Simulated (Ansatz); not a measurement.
**Ti: a sweep of the smearing**

One table from this session's results is given with a row withheld; the runs are named, their logs left out.

Method: DFT, PBE, all-electron LAPW, scalar-relativistic, in Ansatz 0.2.0.

## The starting structure

The structure is cubic, space group Im-3m (No. 229). The conventional cell has a = 3.282 Å, b = 3.282 Å, c = 3.282 Å, α = 90.00°, β = 90.00°, γ = 90.00°. Ti (site symmetry m-3m) is surrounded by 8 Ti at 2.84 Å.

Coordinates:

```cif
data_structure
_symmetry_space_group_name_H-M 'Im-3m'
_symmetry_Int_Tables_number 229
_cell_length_a 3.2820
_cell_length_b 3.2820
_cell_length_c 3.2820
_cell_angle_alpha 90.000
_cell_angle_beta 90.000
_cell_angle_gamma 90.000
_cell_volume 35.35
loop_
_atom_site_label
_atom_site_type_symbol
_atom_site_symmetry_multiplicity
_atom_site_Wyckoff_symbol
_atom_site_fract_x
_atom_site_fract_y
_atom_site_fract_z
_atom_site_occupancy
Ti1 Ti 2 a 0.00000 0.00000 0.00000 1
```

The file gives the conventional cell by its symmetry; the runs use the cell typed in the input.

The geometry is a database entry used as it stands. It may stem from high pressure or temperature, or be incomplete, so it serves as a test cell.

The first run:

Contents of input.yaml:

```yaml
crystal:
  lattice:
    - [-1.641, 1.641, 1.641]
    - [1.641, -1.641, 1.641]
    - [1.641, 1.641, -1.641]
  atoms:
    - { symbol: Ti, position: [0.0, 0.0, 0.0] }
kpoints:
  mp_grid: { grid: [14, 14, 14] }
scf:
  occupations: { method: fermi_dirac, width: 0.28 }
hamiltonian:
  xc: pbe
  pseudopotentials: { kind: all_electron, lapw: { basis_error: 0.00025 } }
output:
  forces: true
  stress: true
  eigenvalues: true
```

Run with:

```console
ansatz run input.yaml --threads 1 --pin off --max-ram 2048MiB --backend cpu --events-out ev --progress --plain --runs-dir out
```

Among the steps run: With Fermi–Dirac smearing of 0.28 eV; With Fermi–Dirac smearing of 0.01 eV; With cold smearing of 0.15 eV; With Fermi–Dirac smearing of 0.15 eV; With tetrahedron filling.

One table of the session follows, with a row left open; its other results are not shown here.

It belongs to the step «The sweep in one table». 

```
                       smearing  energy from the first row (meV/atom)
Fermi–Dirac smearing of 0.28 eV                                  0.00
Fermi–Dirac smearing of 0.01 eV                                 32.28
       cold smearing of 0.15 eV                                     ?
Fermi–Dirac smearing of 0.15 eV                                 27.43
            tetrahedron filling                                 29.03
```

**Question.** Estimate the row for cold smearing of 0.15 eV.

**Answer.** energy from the first row (meV/atom): 31.28. In the column «energy from the first row (meV/atom)» it lies between tetrahedron filling (29.03) and Fermi–Dirac smearing of 0.01 eV (32.28).

Energies are those extrapolated to zero smearing.

Limits of these values: Warnings in the runs' records: band table not solved further, tetrahedron derivatives may miss energy slope.
